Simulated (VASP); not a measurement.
# TiSe2 in VASP: further runs

Runs on TiSe2. Level: PBE+D3(BJ). Tasks: relaxation of cell and atoms.

The COD entry that gives the cell may itself be a prediction, so a difference from it is no test against experiment.

Program: VASP 6.6.1. These are calculated values, not measurements. Logs are shortened: lines on timing, memory, paths and dates and some standing lists are left out, and cuts for length are marked.

### 1 Starting point

The cell holds a slab with vacuum, 3 atoms: a = 3.536 Å, b = 3.536 Å, c = 21.064 Å, α = 90.00°, β = 90.00°, γ = 120.00°.

### 2 Relaxation of cell and atoms, PBE+D3(BJ)

The input, INCAR:

```
SYSTEM = TiSe2
PREC = Accurate ; ENCUT = 600
EDIFF = 1E-6 ; ISMEAR = 0
SIGMA = 0.03 ; LREAL = .FALSE.
LASPH = .TRUE. ; NELM = 80
ALGO = Normal ; ISIF = 3
LWAVE = .FALSE. ; LCHARG = .FALSE.
GGA = PE ; IVDW = 12
IBRION = 2 ; NSW = 90
EDIFFG = -0.01 ; LATTICE_CONSTRAINTS = .TRUE. .TRUE. .FALSE.
KPAR = 4
```

The input, KPOINTS:

```
Automatic mesh
0
G
  12 12 1
  0 0 0
```

The input, POSCAR:

```
TiSe2
1.0
    3.5360000000      0.0000000000      0.0000000000
   -1.7680000000      3.0622658300      0.0000000000
    0.0000000000      0.0000000000     21.0644416000
Se Ti
2 1
Direct
    0.6666666700      0.3333333300      0.4272603200
    0.3333333300      0.6666666700      0.5727396800
    0.0000000000      0.0000000000      0.5000000000
```

Potentials or basis: VASP PAW PBE potentials, release 64 (Se, Ti_sv).

On the command line:

```bash
cat potpaw_PBE.64/Se/POTCAR potpaw_PBE.64/Ti_sv/POTCAR > POTCAR
mpirun -np 4 vasp_std > vasp.out
```

OUTCAR:

```text
SYSTEM = TiSe2
   PREC = Accurate
   ENCUT = 600
   EDIFF = 1E-6
   ISMEAR = 0
   LREAL = .FALSE.
   LASPH = .TRUE.
   NELM = 80
   ISIF = 3
   GGA = PE
   IVDW = 12
   IBRION = 2
   NSW = 90
   EDIFFG = -0.01
 IVDW          = 12

 ion  position               nearest neighbor table
   1  0.667  0.333  0.427-   3 2.55   3 2.55   3 2.55
   2  0.333  0.667  0.573-   3 2.55   3 2.55   3 2.55
   3  0.000  0.000  0.500-   1 2.55   2 2.55   1 2.55   2 2.55   1 2.55   2 2.55

  LATTYP: Found a hexagonal cell.
 ALAT       =     3.5360000000
 C/A-ratio  =     5.9571384615

  Lattice vectors:

 A1 = (   3.5360000000,   0.0000000000,   0.0000000000)
 A2 = (  -1.7680000000,   3.0622658300,   0.0000000000)
 A3 = (   0.0000000000,   0.0000000000,  21.0644416000)

Analysis of symmetry for initial positions (statically):
=====================================================================
 Subroutine PRICEL returns:
 Original cell was already a primitive cell.

 Routine SETGRP: Setting up the symmetry group for a
 hexagonal supercell.

 Subroutine GETGRP returns: Found 12 space group operations
 (whereof 12 operations were pure point group operations)
 out of a pool of 24 trial point group operations.

The static configuration has the point symmetry D_3d.

Analysis of symmetry for dynamics (positions and initial velocities):
=====================================================================
 Subroutine PRICEL returns:
 Original cell was already a primitive cell.

 Routine SETGRP: Setting up the symmetry group for a
 hexagonal supercell.

 Subroutine GETGRP returns: Found 12 space group operations
 (whereof 12 operations were pure point group operations)
 out of a pool of 24 trial point group operations.

The dynamic configuration has the point symmetry D_3d.

 Subroutine INISYM returns: Found 12 space group operations
 (whereof 12 operations are pure point group operations),
 and found     1 'primitive' translations

----------------------------------------------------------------------------------------

                                     Primitive cell

  volume of cell :     228.0894

  direct lattice vectors                    reciprocal lattice vectors
     3.536000000  0.000000000  0.000000000     0.282805430  0.163277791  0.000000000
    -1.768000000  3.062265830  0.000000000     0.000000000  0.326555582  0.000000000
     0.000000000  0.000000000 21.064441600     0.000000000  0.000000000  0.047473369

  length of vectors
     3.536000000  3.536000002 21.064441600     0.326555582  0.326555582  0.047473369

  position of ions in fractional coordinates (direct lattice)
     0.666666670  0.333333330  0.427260320
     0.333333330  0.666666670  0.572739680
     0.000000000  0.000000000  0.500000000

  ion indices of the primitive-cell ions
   primitive index   ion index
                 1           1
                 2           2
                 3           3

----------------------------------------------------------------------------------------

 KPOINTS: Automatic mesh

Automatic generation of k-mesh.
 Grid dimensions read from file:
 generate k-points for:   12   12    1

 Generating k-lattice:

  Cartesian coordinates                     Fractional coordinates (reciprocal lattice)
     0.023567119  0.013606483  0.000000000     0.083333333  0.000000000  0.000000000
     0.000000000  0.027212965  0.000000000     0.000000000  0.083333333  0.000000000
     0.000000000  0.000000000  0.047473369     0.000000000  0.000000000  1.000000000

  Length of vectors
     0.027212965  0.027212965  0.047473369

  Shift w.r.t. Gamma in fractional coordinates (k-lattice)
     0.000000000  0.000000000  0.000000000

 Subroutine IBZKPT returns following result:
 ===========================================

 Found     19 irreducible k-points:

 Following reciprocal coordinates:
            Coordinates               Weight
  0.000000  0.000000  0.000000      1.000000
  0.083333  0.000000  0.000000      6.000000
  0.166667  0.000000  0.000000      6.000000
  0.250000  0.000000  0.000000      6.000000
  0.333333 -0.000000  0.000000      6.000000
  0.416667  0.000000  0.000000      6.000000
[... 11 lines left out ...]
  0.333333  0.250000  0.000000     12.000000
  0.333333  0.333333  0.000000      2.000000
   k-points           NKPTS =     19   k-points in BZ     NKDIM =     19   number of bands    NBANDS=     16
   number of dos      NEDOS =    301   number of ions     NIONS =      3
   total plane-waves  NPLWV = 131712
   dimension x,y,z NGX =    28 NGY =   28 NGZ =  168
   dimension x,y,z NGXF=    56 NGYF=   56 NGZF=  336
   ions per type =               2   1
   NGX,Y,Z   is equivalent  to a cutoff of  13.16, 13.16, 13.26 a.u.
   NGXF,Y,Z  is equivalent  to a cutoff of  26.33, 26.33, 26.52 a.u.
 SYSTEM =  TiSe2
   PREC   = accura    normal or accurate (medium, high low for compatibility)
   ISTART =      0    job   : 0-new  1-cont  2-samecut
   ICHARG =      2    charge: 1-file 2-atom 10-const
   ISPIN  =      1    spin polarized calculation?
   LNONCOLLINEAR =      F non collinear calculations
   LSORBIT =      F    spin-orbit coupling
   LASPH  =      T    aspherical Exc in radial PAW
   ENCUT  =  600.0 eV  44.10 Ry    6.64 a.u.   7.06  7.06 42.07*2*pi/ulx,y,z
   NELM   =     80;   NELMIN=  2; NELMDL= -5     # of ELM steps
   EDIFF  = 0.1E-05   stopping-criterion for ELM
   LREAL  =      F    real-space projection
   EDIFFG = -.1E-01   stopping-criterion for IOM
   NSW    =     90    number of steps for IOM
   IBRION =      2    ionic relax: 0-MD 1-quasi-New 2-CG
   NFREE  =      1    steps in history (QN), initial steepest desc. (CG)
   ISIF   =      3    stress and relaxation
   ISYM   =      2    0-nonsym 1-usesym 2-fastsym
   POTIM  = 0.5000    time-step for ionic-motion
   TEBEG  =    0.0;   TEEND  =   0.0 temperature during run
   PSTRESS=    0.0 pullay stress
   NELECT =      24.0000    total number of electrons
   NUPDOWN=      -1.0000    fix difference up-down
   EMIN   =  10.00;   EMAX   =-10.00  energy-range for DOS
   EFERMI =   0.00;   METHOD = LEGACY
   ISMEAR =     0;   SIGMA  =   0.03  broadening in eV -4-tet -1-fermi 0-gaus
   EFERMI_NEDOS =   21; number of points for ismear=-14 and -15
   IALGO  =     38    algorithm
   IMIX   =      4    mixing-type and parameters
     AMIX     =   0.40;   BMIX     =  1.00
     AMIX_MAG =   1.60;   BMIX_MAG =  1.00
  volume/ion in A,a.u.               =      76.03       513.07
  Fermi-wavevector in a.u.,A,eV,Ry     =   0.772877  1.460525  8.127282  0.597338
  Thomas-Fermi vector in A             =   1.874602
   LORBIT       =      0    0 simple, 1 ext, 2 COOP (PROOUT), +10 PAW based schemes
   GGA     = PE    functional components
   LHFCALC =     F    Hartree Fock is set to
   AEXX    =    0.0000 exact exchange contribution
   IVDW    =    12    specifies the selected vdW correction
   LEPSILON=     F    determine dielectric tensor
   LRPA    =     F    only Hartree local field effects (RPA)
 conjugate gradient relaxation of ions
 non-spin polarized calculation
 Gauss-broadening in eV      SIGMA  =   0.03
  energy-cutoff  :      600.00
  volume of cell :      228.09
 maximum number of plane-waves:      7650
   NGX = 15   NGY = 15   NGZ = 85

--------------------------------------- Ionic step        1  -------------------------------------------

 number of electron      24.0000001 magnetization

 Free energy of the ion-electron system (eV)
  ---------------------------------------------------
  ext. energy  EPLUGINS =         0.00000000
  ---------------------------------------------------
  free energy    TOTEN  =       -18.19296928 eV

  energy without entropy =      -18.19245008  energy(sigma->0) =      -18.19270968

------------------------ aborting loop because EDIFF is reached ----------------------------------------

 Edisp (eV)   -0.89885

 E8    (eV) :    -0.4161

  FORCE on cell =-STRESS in cart. coord.  units (eV):
  Direction    XX          YY          ZZ          XY          YZ          ZX
  --------------------------------------------------------------------------------------
  -------------------------------------------------------------------------------------
  Total      -0.49318    -0.49318     0.26516     0.00000    -0.00000     0.00000
  in kB      -3.46426    -3.46426     1.86255     0.00000    -0.00000     0.00000
  external pressure =       -1.69 kB  Pullay stress =        0.00 kB
[... 100 lines left out ...]
  FREE ENERGIE OF THE ION-ELECTRON SYSTEM (eV)
  ---------------------------------------------------
  free  energy   TOTEN  =       -19.0966727852 eV

  energy  without entropy=      -19.0955792562  energy(sigma->0) =      -19.09612602

[... ionic steps 4 to 7 ...]

--------------------------------------- Ionic step        8  -------------------------------------------

 number of electron      24.0000001 magnetization

------------------------ aborting loop because EDIFF is reached ----------------------------------------

 Edisp (eV)   -0.92835

 E8    (eV) :    -0.4291
[... 71 lines left out ...]
  energy  without entropy=      -19.1033370759  energy(sigma->0) =      -19.10356337

--------------------------------------- Ionic step       10  -------------------------------------------

 number of electron      24.0000002 magnetization

 Free energy of the ion-electron system (eV)
  ---------------------------------------------------
  ext. energy  EPLUGINS =         0.00000000
  ---------------------------------------------------
  free energy    TOTEN  =       -18.18019009 eV

  energy without entropy =      -18.17972848  energy(sigma->0) =      -18.17995929

 E-fermi :  -2.3286     XC(G=0):  -3.4311

 val. band max:       -2.3489768154   @ k =   0.4167   0.0000   0.0000
 cond. band min:      -2.2691465527   @ k =   0.0833   0.0000   0.0000
 fundamental gap:      0.0798302627
 Fermi energy:        -2.3286328334

 k-point     1 :       0.0000    0.0000    0.0000
  band No.  band energies     occupation
      1     -59.8510      2.00000
      2     -36.0763      2.00000
      3     -36.0627      2.00000
      4     -36.0627      2.00000
      5     -16.0655      2.00000
      6     -15.1701      2.00000
[... 8 lines left out ...]
     15      -1.5419      0.00000
     16       1.2750      0.00000
[... 374 lines left out ...]
  FREE ENERGIE OF THE ION-ELECTRON SYSTEM (eV)
  ---------------------------------------------------
  free  energy   TOTEN  =       -19.1038330060 eV

  energy  without entropy=      -19.1033713927  energy(sigma->0) =      -19.10360220

 reached required accuracy - stopping structural energy minimisation
```

It took 2.3 min on 4 MPI ranks of Intel Xeon 6975P-C (Granite Rapids), shared host; peak memory 0.44 GiB.

Results:

```
Free energy                            : -19.1038 eV
Relaxed volume                         : 73.41 Å³/atom
Relaxed cell                           : a = 3.475 Å, b = 3.475 Å, c = 21.064 Å, α = 90.00°, β = 90.00°, γ = 120.00°
Space group after relaxing (to 0.05 Å) : P-3m1 (No. 164)
Energy gained by relaxing              : 4.0 meV/atom
Ionic steps                            : 10
Band gap on the k mesh                 : none (metal or under the smearing width)
Dispersion energy per atom             : -0.308 eV
```

The path:
| step | energy change (eV) | largest force (eV/Å) | pressure (GPa) | volume (Å³) |
| --- | --- | --- | --- | --- |
| 1 | 0.0000 | 0.0905 | -0.17 | 228.09 |
| 2 | -0.0048 | 0.1798 | 0.14 | 224.49 |
| 3 | -0.0049 | 0.1981 | 0.19 | 223.91 |
| 4 | -0.0085 | 0.1262 | 0.09 | 222.96 |
| 5 | -0.0115 | 0.0685 | -0.13 | 220.73 |
| 6 | -0.0117 | 0.0131 | -0.08 | 221.26 |
| 7 | -0.0117 | 0.0260 | -0.10 | 221.13 |
| 8 | -0.0115 | 0.0156 | 0.06 | 218.88 |
| 9 | -0.0120 | 0.0210 | -0.03 | 220.19 |
| 10 | -0.0120 | 0.0003 | 0.00 | 220.23 |

Final structure:
```cif
data_structure
_symmetry_space_group_name_H-M 'P 1'
_symmetry_Int_Tables_number 1
_cell_length_a 3.4746
_cell_length_b 3.4746
_cell_length_c 21.0644
_cell_angle_alpha 90.000
_cell_angle_beta 90.000
_cell_angle_gamma 120.000
_cell_volume 220.23
loop_
_atom_site_label
_atom_site_type_symbol
_atom_site_fract_x
_atom_site_fract_y
_atom_site_fract_z
_atom_site_occupancy
Se1 Se 0.66667 0.33333 0.42533 1
Se2 Se 0.33333 0.66667 0.57467 1
Ti1 Ti 0.00000 0.00000 0.50000 1
```

Levels at points of the mesh, in eV from the Fermi level:
```tsv
k point	band 8	band 9	band 10	band 11	band 12	band 13	band 14	band 15	band 16
(0.00, 0.00, 0.00)	-2.03	-2.03	-1.56	0.55	0.55	0.65	0.65	0.79	3.60
(0.50, 0.00, 0.00)	-4.16	-2.73	-2.23	-1.93	-0.93	-0.07	1.52	1.92	3.48
```

### 3 Relaxation of cell and atoms, PBE+D3(BJ)

This run uses another cell than the first one, of 73.41 Å³/atom, 0.966 times its volume.

The input, INCAR:

```
SYSTEM = TiSe2
PREC = Accurate ; ENCUT = 600
EDIFF = 1E-7 ; ISMEAR = 0
SIGMA = 0.03 ; LREAL = .FALSE.
LASPH = .TRUE. ; NELM = 80
ALGO = Normal ; ISIF = 3
LWAVE = .FALSE. ; LCHARG = .FALSE.
GGA = PE ; IVDW = 12
IBRION = 2 ; NSW = 90
EDIFFG = -0.005 ; LATTICE_CONSTRAINTS = .TRUE. .TRUE. .FALSE.
KPAR = 4
```

KPOINTS is that of step 2.

The input, POSCAR:

```
TiSe2                                   
1.0
    3.4745717031      0.0000000000      0.0000000000
   -1.7372858516      3.0090673643      0.0000000000
    0.0000000000      0.0000000000     21.0644416000
  Se              Ti            
     2     1
Direct
     0.6666666699999979    0.3333333300000021    0.4253316808947438
     0.3333333300000021    0.6666666699999979    0.5746683191052565
     0.0000000000000000    0.0000000000000000    0.5000000000000000
```

Potentials or basis: VASP PAW PBE potentials, release 64 (Se, Ti_sv).

On the command line:

```bash
cat potpaw_PBE.64/Se/POTCAR potpaw_PBE.64/Ti_sv/POTCAR > POTCAR
mpirun -np 4 vasp_std > vasp.out
```

Run time: 36 s. Hardware: 4 MPI ranks of Intel Xeon 6975P-C (Granite Rapids), shared host; peak memory 0.42 GiB.

It converged, with:

```
Free energy                : -19.1035 eV
Band gap on the k mesh     : none (metal or under the smearing width)
Dispersion energy per atom : -0.308 eV
```

Final structure:
```
Se Ti
1.0
     3.47457    0.00000    0.00000
    -1.73729    3.00907    0.00000
     0.00000    0.00000   21.06444
Se Ti
2 1
Direct
  0.66667 0.33333 0.42533
  0.33333 0.66667 0.57467
  0.00000 0.00000 0.50000
```

Levels at points of the mesh, in eV from the Fermi level:
| k point | band 9 | band 10 | band 11 | band 12 | band 13 | band 14 | band 15 | band 16 |
| --- | --- | --- | --- | --- | --- | --- | --- | --- |
| (0.00, 0.00, 0.00) | -2.03 | -1.56 | 0.55 | 0.55 | 0.65 | 0.65 | 0.79 | 3.60 |
| (0.50, 0.00, 0.00) | -2.73 | -2.23 | -1.93 | -0.93 | -0.07 | 1.52 | 1.92 | 3.48 |

Caveat: the relaxation stopped at its first step, so nothing moved.
